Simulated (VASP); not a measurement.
Here is a VASP 6.6.1 calculation.

Contents of INCAR:

```
PREC = Accurate ; ENCUT = 520
EDIFF = 1E-7 ; ISMEAR = -1
SIGMA = 0.05 ; LREAL = F
LASPH = T ; NELM = 80
ALGO = Normal ; ISIF = 2
LWAVE = F ; LCHARG = F
GGA = PE ; NBANDS = 18
```

Contents of KPOINTS:

```
regular mesh
0
Gamma
  11 11 6
```

The input POSCAR:

```
Au
1.0
    0.0000000000     -2.0455000000     -2.0455000000
   -2.0455000000      0.0000000000     -2.0455000000
    2.0455000000      2.0455000000     -4.0910000000
Au
2
Direct
    0.5245161900      0.4940545900      0.4864007000
    0.9754838100      0.0059454100      0.0135993000
```

Potentials or basis: VASP PAW PBE potentials, release 64 (Au).

The run is started by

```bash
$ cat potpaw_PBE.64/Au/POTCAR > POTCAR
$ mpirun -np 1 vasp_std > vasp.out
```

Estimate the largest force.

1.197 eV/Å.

Estimate the band gap on the k mesh.

none (metal or under the smearing width).

Estimate the pressure.

9.3 GPa.

Forces on the atoms (eV/Å):
```
Au   0.629  0.800 -0.631
Au  -0.629 -0.800  0.631
```

Caveat: forces of over 1 eV/Å show positions far from the minimum, so gaps and moduli don't describe the material at rest. Spin-orbit coupling is left out, which matters for the levels of Au.
